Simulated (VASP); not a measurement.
**Results of a VASP single-point calculation on MgO (strained zincblende)**

POSCAR

```
Mg O
 1.0000000000000000
     0.0000000000000000    2.3732858881999999    2.3732858881999999
     2.3732858881999999    0.0000000000000000    2.3732858881999999
     2.3732858881999999    2.3732858881999999    0.0000000000000000
 Mg  O
   1   1
Cartesian
  0.0000000000000000  0.0000000000000000  0.0000000000000000
  1.1866429440999999  1.1866429440999999  1.1866429440999999
```

```yaml
gap_between_bands_v_and_c: 4.53 eV
least_direct_gap: 4.53 eV
```

Band v is the last that the valence electrons fill when counted band by band, and c is the next. Levels in eV from the top of v:

```json
{"point": "Γ", "v−1": "0.00", "v": "0.00", "c": "4.53", "c+1": "17.46"}
{"point": "X", "v−1": "-0.76", "v": "-0.76", "c": "7.54", "c+1": "12.73"}
{"point": "K", "v−1": "-1.58", "v": "-0.57", "c": "8.71", "c+1": "12.32"}
{"point": "L", "v−1": "-0.20", "v": "-0.20", "c": "9.68", "c+1": "10.67"}
{"point": "W", "v−1": "-1.63", "v": "-1.01", "c": "8.95", "c+1": "12.74"}
```

Q: Which of these levels of theory gave these results?
A. PBE0
B. LDA
C. r²SCAN
D. PBE with spin–orbit coupling
E. PBE
F. HSE06
G. PBEsol

A: F.

The INCAR was:

```
PREC = Accurate
AEXX = 0.25
HFSCREEN = 0.2079
IBRION = -1
ENCUT = 520
EDIFF = 1E-7
LWAVE = .FALSE.
PRECFOCK = Fast
ISTART = 1
ISIF = 2
LASPH = .TRUE.
ALGO = Normal
ISMEAR = 0
NBANDS = 11
LCHARG = .FALSE.
NELM = 120
LREAL = .FALSE.
NSW = 0
LHFCALC = .TRUE.
SIGMA = 0.01
GGA = PE
```
